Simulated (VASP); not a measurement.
Wanted: the native input for a VASP 6.6.1 run.

```
Task                   : relaxation of cell and atoms
Functional             : RPBE
Potentials or basis    : VASP PAW PBE potentials, release 64 (W_sv)
Cutoff                 : 600 eV
k mesh                 : 16 × 16 × 16
Occupations            : methfessel-paxton, width 0.1 eV
Spin                   : no spin polarisation
Further INCAR settings : ALGO = Normal; EDIFF = 1e-06; IBRION = 2; EDIFFG = -0.01; NSW = 90; ISIF = 3
```

The structure of W lies in POSCAR:

```
W
1.0
   -1.5823450000      1.5823450000      1.5823450000
    1.5823450000     -1.5823450000      1.5823450000
    1.5823450000      1.5823450000     -1.5823450000
W
1
Direct
    0.0000000000      0.0000000000      0.0000000000
```

These files were run (other wordings do the same):

INCAR

```
SYSTEM = W
PREC     = Accurate       ! precision mode
ENCUT    = 600            ! plane-wave cutoff, eV
EDIFF    = 1E-6           ! SCF threshold, eV
ISMEAR   = 1              ! smearing method
SIGMA    = 0.1            ! smearing width, eV
LREAL    = .FALSE.        ! projectors in reciprocal space
LASPH    = .TRUE.         ! aspherical terms in the spheres
NELM     = 80             ! most SCF steps
ALGO     = Normal         ! electronic algorithm
ISIF     = 3              ! what is computed and relaxed
LWAVE    = .FALSE.        ! write WAVECAR
LCHARG   = .FALSE.        ! write CHGCAR
GGA      = RP             ! functional
IBRION   = 2              ! ionic algorithm
NSW      = 90             ! ionic steps
EDIFFG   = -0.01          ! ionic threshold
```

KPOINTS

```
Automatic mesh
0
G
  16 16 16
  0 0 0
```

Potentials or basis: VASP PAW PBE potentials, release 64 (W_sv).

The run is started by

```bash
$ cat potpaw_PBE.64/W_sv/POTCAR > POTCAR
$ mpirun -np 1 vasp_std > vasp.out
```

Results of the run:

- Relaxed volume: 16.35 Å³/atom
- Relaxed cell: a = 2.770 Å, b = 2.770 Å, c = 2.770 Å, α = 109.47°, β = 109.47°, γ = 109.47°
- Space group after relaxing (to 0.05 Å): Im-3m (No. 229)
- Energy gained by relaxing: 14.9 meV/atom
- Ionic steps: 4
- Pressure after relaxing: 0.0 GPa
- Band gap on the k mesh: none (metal or under the smearing width)

Caveat: the PAW data sets were made with another functional, which shifts forces and pressure a little.

Run time: 42 s on 1 thread of AMD EPYC 9R45 (Zen 5), with other jobs on the host, peak memory 0.13 GiB.
